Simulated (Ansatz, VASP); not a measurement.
**Si in VASP and in Ansatz**

Contents of POSCAR:

```
Si
1.0
    0.0000000000      2.6665285897      2.6665285897
    2.6665285897      0.0000000000      2.6665285897
    2.6665285897      2.6665285897      0.0000000000
Si
2
Direct
   -0.1250000000     -0.1250000000     -0.1250000000
    0.1250000000      0.1250000000      0.1250000000
```

File INCAR.step1:

```
  PREC = Accurate
  ENCUT = 520
  ISMEAR = -1
  SIGMA = 0.08
  LREAL = False
  LASPH = True
  NELM = 60
  NBANDS = 11
  GGA = PE
  ALGO = Normal
  EDIFF = 1E-4
  LWAVE = True
  LCHARG = False
```

Contents of INCAR.step2:

```
  PREC = Accurate
  ENCUT = 520
  EDIFF = 1E-6
  ISMEAR = -1
  SIGMA = 0.08
  LREAL = False
  LASPH = True
  NELM = 60
  ALGO = Normal
  ISIF = 2
  LWAVE = False
  LCHARG = False
  METAGGA = R2SCAN
  LMIXTAU = True
  NBANDS = 11
  ISTART = 1
```

The input KPOINTS:

```
regular mesh
0
Gamma
  13 13 13
```

Input for Ansatz:

```yaml
crystal:
  lattice:
    - [0.0, 2.6665285897, 2.6665285897]
    - [2.6665285897, 0.0, 2.6665285897]
    - [2.6665285897, 2.6665285897, 0.0]
  atoms:
    - { symbol: Si, position: [-0.125, -0.125, -0.125] }
    - { symbol: Si, position: [0.125, 0.125, 0.125] }
kpoints:
  mp_grid: { grid: [13, 13, 13] }
scf:
  occupations: { method: fermi_dirac, width: 0.08 }
hamiltonian:
  xc: r2scan
  pseudopotentials: { kind: paw }
output:
  forces: true
  stress: true
  eigenvalues: true
  populations: true
```

Change from the starting cell: volume scaled by 0.94, PAW files.

Alike in both runs: task single point; functional r2SCAN; k mesh 13 × 13 × 13; occupations fermi-dirac, width 0.08 eV; no spin polarisation.

|  | VASP | Ansatz |
| --- | --- | --- |
| version | VASP 6.6.1 | Ansatz 0.2.0 |
| potentials or method | VASP PAW PBE potentials, release 64 (Si) | PAW with Ansatz's default frozen-core files, scalar-relativistic |
| plane-wave cutoff (eV) | 520 | 500 |
| valence electrons in the cell | 8 | 8 |

|  | VASP | Ansatz | Ansatz less VASP |
| --- | --- | --- | --- |
| pressure (GPa) | 6.6 | 6.8 | +0.26 |

Caveats: the PAW data sets were made with another functional, which shifts forces and pressure a little (VASP); an odd mesh through Γ misses points on the zone boundary, where band edges often lie.
